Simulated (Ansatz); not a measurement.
A surface is cut from this relaxed crystal of HfN:

```
CELL_PARAMETERS angstrom
0.00000 2.26270 2.26270
2.26270 0.00000 2.26270
2.26270 2.26270 0.00000
ATOMIC_POSITIONS crystal
Hf 0.00000 0.00000 0.00000
N 0.50000 0.50000 0.50000
```

Miller indices refer to the conventional cell of Fm-3m (No. 225), a = 4.525 Å, b = 4.525 Å, c = 4.525 Å, α = 90.00°, β = 90.00°, γ = 90.00°.

The (111) slab of 9 planes, 10.5 Å thick with 15 Å of vacuum as cut; outer planes Hf (top) and Hf (bottom).

These are results of DFT r2SCAN, scalar-relativistic, plane waves, PAW (Ansatz 0.2.0), not measurements. Plane waves to 500 eV, a k mesh through Γ of 12×12×1 on the computed 9-atom cell and Gaussian smearing (0.10 eV); no spin polarisation. The cell repeats along c with a dipole correction in the vacuum.

The slab isn't stoichiometric (Hf5N4), so its surface energy depends on the chemical potentials; it is given with the excess atoms taken from the element's standard state, a limit at which the compound may itself be unstable, so the figure can be too low.

With the atoms at the bulk's places:

```
Surface energy with the excess atoms taken from the elements : 2.17 J/m²
Work function                                                : 4.57 eV
```

(1) What changes when all atoms relax within this surface cell and its symmetry?

Spin-orbit coupling is left out, which matters for the bands of heavy elements. Spin polarisation was left out, and a magnetic state may lie lower.

Results:

(1) The energy falls by 0.042 J/m² a face, and the largest move is 0.04 Å.

```json
{
  "Surface energy with the excess atoms taken from the elements": "2.13 J/m²",
  "Work function": "4.56 eV"
}
```

```csv
plane (bottom to top),atoms,"spacing to next, bulk (Å)",relaxed (Å),change (%)
1,Hf,1.306,1.315,+0.6
2,N,1.306,1.240,-5.1
3,Hf,1.306,1.344,+2.9
4,N,1.306,1.308,+0.1
5,Hf,1.306,1.308,+0.1
6,N,1.306,1.344,+2.9
7,Hf,1.306,1.240,-5.1
8,N,1.306,1.315,+0.6
9,Hf,,,
```